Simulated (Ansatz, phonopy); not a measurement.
**AlP (F-43m): phonons against volume**

Which modes of AlP drive its thermal expansion?

What experiment has found for this phase:
- heat capacity C_P per formula unit 42 J/mol/K and bulk modulus 86 GPa near room temperature (given in “High-Throughput Prediction of Finite-Temperature Properties using the Quasi-Harmonic Approximation”, 2016, arXiv:1603.06924)

Calculated with Ansatz 0.2.0; DFT LDA, scalar-relativistic, plane waves, PAW.

The database entry behind the starting cell differs from later determinations by our own check (0.1 to 0.3 % short, probably kX units), so it need not match the best structure at ambient conditions.

### Step 1. The starting structure

Symmetry: F-43m, No. 216, cubic system. The conventional cell has a = 5.451 Å, b = 5.451 Å, c = 5.451 Å, α = 90.00°, β = 90.00°, γ = 90.00°. Al has 4 P at 2.36 Å nearest. Nearest to P lie 4 Al at 2.36 Å. Farther neighbours are not listed.

### Step 2. Probe on a coarse mesh

Before spending time, one coarse run tells the gap and the pressure of the starting cell.

input.yaml

```yaml
crystal:
  lattice:
    - [0.0, 2.7255, 2.7255]
    - [2.7255, 0.0, 2.7255]
    - [2.7255, 2.7255, 0.0]
  atoms:
    - { symbol: Al, position: [0.0, 0.0, 0.0] }
    - { symbol: P, position: [0.25, 0.25, 0.25] }
kpoints:
  mp_grid: { grid: [6, 6, 6] }
hamiltonian:
  xc: lda
scf:
  occupations: { method: gaussian, width: 0.1 }
output:
  forces: true
  stress: true
  eigenvalues: true
```

Run with:

```sh
ansatz run input.yaml --threads 4 --pin off --max-ram 16384MiB --backend cpu --events-out ev --progress --plain --runs-dir out
```

The runs that follow: finding the static equilibrium; tight relaxation; phonons, V/V0 1; A cell at another volume, V/V0 1.015; lattice dynamics at this volume, V/V0 1.015; A cell at another volume, V/V0 0.985; lattice dynamics at this volume, V/V0 0.985; A cell at another volume, V/V0 1.03; phonons, V/V0 1.03; single point at a scaled cell, V/V0 0.97; lattice dynamics at this volume, V/V0 0.97; A cell at another volume, V/V0 1.05; phonons, V/V0 1.05; how the modes move with volume; free-energy fit. Settings of the main run: cutoff 420 eV, 8×8×8 k-mesh, fixed occupations, 4×4×4 q-mesh.

Before running: what should come out for the volume expansion coefficient at 300 K?

Near room temperature AlP expands by 8.96 × 10⁻⁶/K in volume by LDA, with C_P = 20.6 J/(mol K) per mole of atoms and B_T = 86.9 GPa. At low temperature the volume shrinks on warming, because modes with negative Grüneisen parameters outweigh the rest; the coefficient turns positive near 130 K. C_P at room temperature is 83 % of the classical 3R an atom, so the stiffest modes are still partly frozen out.

```
volume expansion coefficient at 300 K  : 8.96 1e-6/K
isothermal bulk modulus at 300 K       : 86.86 GPa
C_P at 300 K                           : 20.62 J/mol-atom/K
Grüneisen parameter at 300 K           : 0.459
mean mode Grüneisen parameter at 300 K : 0.438
```

A measured bulk modulus near room temperature is 86 GPa (arXiv:1603.06924); the calculated 86.9 GPa differs by +1 %. The table does not say whether its value is isothermal or adiabatic. A measured heat capacity per formula unit near room temperature is 42 J/mol/K (arXiv:1603.06924); the calculated 41.2 J/mol/K differs by -2 %. The heat-capacity-weighted Grüneisen parameter goes from -0.746 at 50 K to 0.548 at 800 K; 33 % of the modes stiffen on expansion. Weighting γ by the density of states and each mode's heat capacity at 300 K, the lowest third of the frequency range (cuts at 160 and 330 cm⁻¹) pulls the cell inward, while the rest pushes it outward. Among the labelled points γ is largest for branch 5 at X (414 cm⁻¹, 1.7) and most negative for branch 1 at X (138 cm⁻¹, -1.8). The log warns that the k-mesh is coarse for the response calculation and asks for a check on a denser one. The interpolation has no quadrupole term, so branches near the zone centre are less sure, since this crystal has sites that are not centres of inversion. The PAW files were made for PBE and are used here under another functional, for which the program regenerates the frozen cores.

[Logs are printed without paths, hosts, clocks, repeated set-up lines and the standing remarks that a program may print on its own settings, such as how far it seeks lower states.]

[Hosts, paths, dates, database ids (printed as entryN), source tags and the programs' standing remarks are cut or masked in the printed files.]

[A step with changed settings may run another functional than the one named; its input shows which.]

[Of the runs on displaced cells, only some may be shown.]
